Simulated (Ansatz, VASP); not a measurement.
# MgH: VASP beside Ansatz

File INCAR:

```
SYSTEM = MgH
PREC = Accurate
ENCUT = 600
EDIFF = 1E-6
ISMEAR = 0
SIGMA = 0.1
LREAL = .FALSE.
LASPH = .TRUE.
NELM = 80
ALGO = Normal
ISIF = 3
LWAVE = .FALSE.
LCHARG = .FALSE.
GGA = PE
IBRION = 2
NSW = 90
EDIFFG = -0.025
```

The input KPOINTS:

```
regular mesh
0
G
  12 12 8
  0 0 0
```

Contents of POSCAR:

```
MgH
1.0
    3.1896649782      0.0000000000      0.0000000000
   -1.5948324891      2.7623309006      0.0000000000
    0.0000000000      0.0000000000      5.2287822010
Mg H
2 2
Direct
    0.3333333333      0.6666666667      0.2500000000
    0.6666666667      0.3333333333      0.7500000000
    0.0000000000      0.0000000000      0.0000000000
    0.0000000000      0.0000000000      0.5000000000
```

Input for Ansatz:

```yaml
crystal:
  lattice:
    - [3.1896649782, 0.0, 0.0]
    - [-1.5948324891, 2.7623309006, 0.0]
    - [0.0, 0.0, 5.228782201]
  atoms:
    - { symbol: Mg, position: [0.3333333333, 0.6666666667, 0.25] }
    - { symbol: Mg, position: [0.6666666667, 0.3333333333, 0.75] }
    - { symbol: H, position: [0.0, 0.0, 0.0] }
    - { symbol: H, position: [0.0, 0.0, 0.5] }
basis:
  ecutwfc: 420
kpoints:
  mp_grid: { grid: [12, 12, 8] }
hamiltonian:
  xc: pbe
scf:
  occupations: { method: gaussian, width: 0.1 }
output:
  forces: true
  stress: true
  eigenvalues: true
relax:
  adjacent_minimum: "off"
  f_tol: 0.025
  max_steps: 70
  cell: { stress_tol: 0.12 }
```

Alike in both runs: task relaxation of cell and atoms; functional PBE; k mesh 12 × 12 × 8; occupations gaussian, width 0.1 eV; no spin polarisation.

|  | VASP | Ansatz |
| --- | --- | --- |
| version | VASP 6.6.1 | Ansatz 0.2.0 |
| potentials or method | VASP PAW PBE potentials, release 64 (Mg, H) | scalar-relativistic, plane waves, PAW |
| plane-wave cutoff (eV) | 600 | 420 |
| valence electrons in the cell | 6 | 22 |

|  | VASP | Ansatz | Ansatz less VASP |
| --- | --- | --- | --- |
| gap on the k mesh at the Fermi level, each at its own relaxed structure (eV) | none | none | - |
| relaxed volume (Å³/atom) | 11.38 | 11.46 | +0.077 |
| relaxed cell length with the largest relative difference (Å) | 4.882 | 4.836 | -0.0457 |
| energy change over the relaxation (meV/atom) | -14 | -14 | 0.0 |

A gap of «none» marks a metal or a gap that the smearing closes. The two sets of potentials don't hold the same shells in valence.
